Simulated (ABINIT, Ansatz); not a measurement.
## The equilibrium volume of GaAs, sorted by core time

**What was measured.** The equilibrium volume of GaAs (F-43m) is reported as 22.58 Å³/atom at 298 K (a printed reference work). The runs below try to reproduce it.

The structure is cubic, space group F-43m (No. 216). Conventional cell: a = 5.654 Å, b = 5.654 Å, c = 5.654 Å, α = 90.00°, β = 90.00°, γ = 90.00°. As (site symmetry -43m) has 4 Ga at 2.45 Å as nearest neighbours. Ga (site symmetry -43m) has 4 As at 2.45 Å as nearest neighbours.

| rung | level | program and potentials | cutoff (eV) | k mesh | smearing | task | spin | core time | chip | equilibrium volume (Å³/atom) | miss | notes |
| --- | --- | --- | --- | --- | --- | --- | --- | --- | --- | --- | --- | --- |
| GGA | PBEsol | Ansatz, Ansatz PAW | 420 | 8 × 8 × 8 | fermi-dirac 0.05 | relaxation of cell and atoms | off | 7.1 s | Arm Neoverse V1 | 22.64 | +0.3 % | potentials made for PBE, which Ansatz adapts in part |
| GGA | PBE | Ansatz, Ansatz PAW | 420 | 8 × 8 × 8 | fermi-dirac 0.05 | relaxation of cell and atoms | off | 8.9 s | Arm Neoverse V2 | 23.71 | +5.0 % | - |
| GGA + dispersion | PBE+D3(BJ) | Ansatz, Ansatz PAW | 420 | 8 × 8 × 8 | fermi-dirac 0.05 | relaxation of cell and atoms | off | 18 s | Intel Xeon Skylake/Cascade Lake | 22.85 | +1.2 % | - |
| GGA | PBE | Ansatz, Ansatz PAW (files of its older set among them) | 1020 | 8 × 8 × 8 | fermi-dirac 0.05 | equation of state | off | 72 s | Arm Neoverse V1 | 23.71 | +5.0 % | - |
| hybrid | PBE0 | Ansatz, Ansatz PAW | 420 | 4 × 4 × 4 | fermi-dirac 0.05 | relaxation of cell and atoms | off | 1.8 min | Intel Xeon | 22.95 | +1.6 % | coarse mesh; potentials made for PBE, which Ansatz adapts in part |
| GGA | PBE | ABINIT, Ansatz PAW PBE default generated set, frozen core | 419 | 6 × 6 × 6 | fermi-dirac 0.05 | relaxation of cell and atoms | off | 2.2 min | Arm Neoverse V1 | 23.71 | +5.0 % | - |
| hybrid | B3LYP | Ansatz, Ansatz PAW | 420 | 4 × 4 × 4 | fermi-dirac 0.05 | relaxation of cell and atoms | off | 2.2 min | Intel Xeon | 24.01 | +6.3 % | coarse mesh; potentials made for PBE, which Ansatz adapts in part |
| hybrid | BHLYP | Ansatz, Ansatz PAW | 420 | 4 × 4 × 4 | fermi-dirac 0.05 | equation of state | off | 2.3 min | AMD EPYC 7B13 Zen 3 | 23.26 | +3.0 % | coarse mesh; potentials made for PBE, which Ansatz adapts in part |
| hybrid | HSE06 | Ansatz, Ansatz PAW | 420 | 4 × 4 × 4 | fermi-dirac 0.05 | relaxation of cell and atoms | off | 2.4 min | Intel Xeon Skylake/Cascade Lake | 23.02 | +1.9 % | coarse mesh; potentials made for PBE, which Ansatz adapts in part |
| meta-GGA | r2SCAN | Ansatz, Ansatz PAW | 500 | 8 × 8 × 8 | fermi-dirac 0.05 | equation of state | SOC, no magnetisation | 2.8 min | Arm Neoverse V2 | 22.74 | +0.7 % | potentials made for PBE, which Ansatz adapts in part |
| hybrid | r2SCAN50 | Ansatz, Ansatz PAW | 500 | 4 × 4 × 4 | fermi-dirac 0.05 | equation of state | off | 3.4 min | Arm Neoverse V1 | 22.23 | -1.6 % | coarse mesh; potentials made for PBE, which Ansatz adapts in part |

Times are single runs on shared hosts and different chips, so they are rough; meshes, cutoffs and the tasks' sizes weigh on the time. Smearing widths are in eV. Meshes differ between rows, which moves values too. Meshes are those of the run's cell of 2 atoms unless a note names another. Relaxations start from the cell shown or near it and stop with a little pressure left. Misses use the values as printed. Runs on faulty files, with rough fits or with known faults for this quantity aren't shown.

By rung: GGA 22.64 to 23.71; GGA + dispersion 22.85; meta-GGA 22.74; hybrid on coarse meshes 22.23 to 24.01 (Å³/atom). Measured: 22.58 Å³/atom at 298 K (a printed reference work). Closest, coarse meshes and atomic bases left aside, is PBEsol (+0.3 %), and PBE misses by +5.0 % on plain settings. The runs are for a static lattice, while measurements hold temperature and zero-point motion.
